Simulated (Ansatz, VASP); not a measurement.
# Two plane-wave programs on TiC8

```
Ti C
1.0
     5.00104    0.00000    0.00000
    -2.50052    4.33102    0.00000
     0.00000    0.00000    3.63823
Ti C
1 8
Cartesian
  0.0000 0.0000 1.8191
  0.0000 2.8873 0.0000
  1.2626 0.7290 0.0000
  2.5005 2.8731 0.0000
  3.7385 0.7290 0.0000
  -1.2379 3.6021 0.0000
  0.0000 1.4579 0.0000
  1.2379 3.6021 0.0000
  2.5005 1.4437 0.0000
```

Alike in both runs: functional PBE; dispersion D3(BJ); k mesh 9 × 9 × 10; occupations gaussian, width 0.1 eV; no spin polarisation.

Ansatz relaxed the structure, and its values are those at the end. VASP's run is a single point on that final structure, the one shown.

|  | VASP | Ansatz |
| --- | --- | --- |
| version | VASP 6.6.1 | Ansatz 0.2.0 |
| potentials or method | VASP PAW PBE potentials, release 64 (Ti_sv, C) | scalar-relativistic, plane waves, PAW |
| plane-wave cutoff (eV) | 520 | 420 |
| valence electrons in the cell | 44 | 44 |

Ansatz gave:

| Quantity | Value |
| --- | --- |
| gap on the k mesh at the Fermi level (eV) | none |
| pressure (GPa) | 0.0 |
| rms of the force components (eV/Å) | 0.000 |

Task: Estimate VASP's values.

Result: gap on the k mesh at the Fermi level (eV): none; pressure (GPa): 0.5; rms of the force components (eV/Å): 0.006.

A gap of «none» marks a metal or a gap that the smearing closes.

Caveats: pairwise dispersion overbinds metals, which lowers pressure and volume.
